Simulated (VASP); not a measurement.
# LiF (Griceite) under changes of volume

One of the cells (8.333 Å³/atom); the others are scaled copies at fixed shape and fractional positions:

```
F Li
1.0
     0.00000    2.02734    2.02734
     2.02734    0.00000    2.02734
     2.02734    2.02734    0.00000
F Li
1 1
Direct
  0.50000 0.50000 0.50000
  0.00000 0.00000 0.00000
```

* Program: VASP 6.6.1
* Functional: PBE
* Potentials or basis: VASP PAW PBE potentials, release 64 (F, Li_sv)
* Cutoff: 520 eV
* k mesh: 11 × 11 × 11
* Occupations: fermi-dirac, width 0.05 eV
* Spin: no spin polarisation

| volume (Å³/atom) | energy over the lowest point (meV/atom) | gap on the mesh (eV) |
| --- | --- | --- |
| 7.679 | ? | ? |
| 7.842 | 9.26 | 9.46 |
| 8.006 | 4.52 | 9.28 |
| 8.333 | 0.02 | 8.91 |
| 8.496 | 0.00 | 8.75 |
| 8.659 | 1.22 | 8.59 |

Problem. What does the run at 7.679 Å³/atom give?

Solution. Energy over the lowest point 15.97 meV/atom; gap on the mesh 9.66 eV.

Worked out: A Birch-Murnaghan fit of order 3 (a polynomial in V^(-2/3)) to the other rows has its minimum at 8.42 Å³/atom with B0 = V·E''(V) = 68 GPa and B' = 3.8. It gives 15.86 meV/atom at 7.679 Å³/atom, against the run's 15.97. A straight line through the other rows of the gap, of slope -8.84 eV per unit of ln V (its deformation potential), extrapolates to 9.64 eV, against the run's 9.66.

Energies are extrapolated to zero smearing.

Caveats: the cutoff is under 1.25 times the usual one of these potentials, so pressure, stress and relaxed cells hold a basis-set (Pulay) error; an odd mesh through Γ misses points on the zone boundary, where band edges often lie.
